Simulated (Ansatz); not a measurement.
# NdH3: the cost of one run

Computed with Ansatz 0.2.0 (DFT PBE, scalar-relativistic, plane waves, PAW; 4f electrons in the core of a trivalent norm-conserving potential, unless a step's input says otherwise).

1 further run of the same task is left out (set aside as unsound or not needed). Runs told in other sessions of the task aren't counted.

## (1) Starting point

It takes space group I4/mmm (No. 139, tetragonal). Conventional cell: a = 3.555 Å, b = 3.555 Å, c = 7.079 Å, α = 90.00°, β = 90.00°, γ = 90.00°. Nd (site symmetry 4/mmm) has 12 H at 2.51 Å in its first shell of neighbours. H (site symmetry -4m2) is surrounded by 4 Nd at 2.51 Å and 8 H at 2.51 Å. H (site symmetry 4/mmm) is surrounded by 8 H at 2.51 Å and 4 Nd at 2.51 Å.

Coordinates:

```
Nd H
1.0
    -1.77763    1.77763    3.53936
     1.77763   -1.77763    3.53936
     1.77763    1.77763   -3.53936
Nd H
1 3
Direct
  0.00000 0.00000 0.00000
  0.75000 0.25000 0.50000
  0.25000 0.75000 0.50000
  0.50000 0.50000 0.00000
```

A structure generator made this guess: species swapped into a database cell of Cu3Si (I4/mmm, No. 139), with Nd on the Si sites and H on the Cu sites. Lengths come from tabulated atomic sizes and are only a guess.

## (2) The guess as it stands, on a coarse mesh

input.yaml reads:

```yaml
crystal:
  lattice:
    - [-1.77763107, 1.77763107, 3.53935842]
    - [1.77763107, -1.77763107, 3.53935842]
    - [1.77763107, 1.77763107, -3.53935842]
  atoms:
    - { symbol: Nd, position: [0.0, 0.0, 0.0] }
    - { symbol: H, position: [0.75, 0.25, 0.5] }
    - { symbol: H, position: [0.25, 0.75, 0.5] }
    - { symbol: H, position: [0.5, 0.5, 0.0] }
basis:
  ecutwfc: 660
kpoints:
  mp_grid: { grid: [6, 6, 6] }
hamiltonian:
  xc: pbe
  pseudopotentials:
    kind: paw
    azcp: { Nd: "pseudopotentials/pbe/nc/lanthanide_3plus/Nd.nc.azcp" }
scf:
  occupations: { method: gaussian, width: 0.1 }
  lower_state_search: "off"
output:
  forces: true
  stress: true
  eigenvalues: true
```

Launch:

```
$ ansatz run input.yaml --threads 1 --pin off --max-ram 2560MiB --backend cpu --events-out ev --progress --plain --runs-dir out
```

**Question.** How long does this run take on 1 thread of Intel Xeon at 2.50GHz (Skylake/Cascade Lake), shared host, and how much memory does it need?

About 3.8 s, with a peak of 0.34 GiB.
